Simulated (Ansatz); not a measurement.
Consider the following.

CsCl:
```cif
data_ClCs
_chemical_formula_sum 'Cs1 Cl1'
_space_group_name_H-M_alt 'P 1'
_space_group_IT_number 1
_cell_length_a 4.17510
_cell_length_b 4.17510
_cell_length_c 4.17510
_cell_angle_alpha 90.000
_cell_angle_beta 90.000
_cell_angle_gamma 90.000
loop_
_space_group_symop_operation_xyz
  'x, y, z'
loop_
_atom_site_label
_atom_site_type_symbol
_atom_site_fract_x
_atom_site_fract_y
_atom_site_fract_z
_atom_site_occupancy
Cs1 Cs 0.00000 0.00000 0.00000 1
Cl1 Cl 0.50000 0.50000 0.50000 1
```

This is the HSE06-relaxed structure.

### Question
All from HSE06 (plane waves, PAW; program Ansatz), unless another level is named. Estimate the band gap.

### Answer
6.41 eV (direct).

### Question
Give the gap with spin–orbit coupling.

### Answer
6.34 eV (at the special points and the edges found without it).

### Question
Give the valence-band maximum.

### Answer
at Γ.

Space group Pm-3m (CsCl type). The HSE06 relaxation kept the symmetry of its start. The hybrid was solved on a coarse mesh, the path and, where they were found, the r²SCAN edge points; its band edges are the extreme levels among these. Spin–orbit coupling is left out wherever it is not named.

Potentials: the earlier of the program's two PAW sets. The files were generated under PBE; for other functionals the program regenerates the frozen cores, and for LDA and PBEsol the local potential too.
